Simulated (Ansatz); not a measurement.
A run of Ansatz 0.2.0:

Contents of input.yaml:

```yaml
crystal:
  lattice:
    - [0.0, 2.82891, 2.82891]
    - [2.82891, 0.0, 2.82891]
    - [2.82891, 2.82891, 0.0]
  atoms:
    - { symbol: Ge, position: [0.75, 0.75, 0.75] }
    - { symbol: Ge, position: [0.5, 0.5, 0.5] }
kpoints:
  mp_grid: { grid: [8, 8, 8] }
scf:
  occupations: { method: fermi_dirac, width: 0.05 }
hamiltonian:
  xc: blyp
  pseudopotentials: { kind: all_electron, lapw: { basis_error: 0.001 } }
output:
  forces: true
  stress: true
relax:
  f_tol: 0.02
  max_steps: 60
  cell: {}
```

Potentials or basis: all-electron LAPW, scalar-relativistic.

Command:

```console
$ ansatz run input.yaml --threads 1 --pin off --max-ram 3072MiB --backend cpu --events-out ev --progress --plain --runs-dir out
```

Hardware: 1 thread of Arm Neoverse V1, on a shared host.

Problem. Estimate the wall time of this run.

Solution. Wall time 27 s on 1 thread of Arm Neoverse V1, with other jobs on the host, peak memory 0.3 GiB. Counts: scf iterations 21, plane waves 645, k points 29, bands 27, ion steps 5.
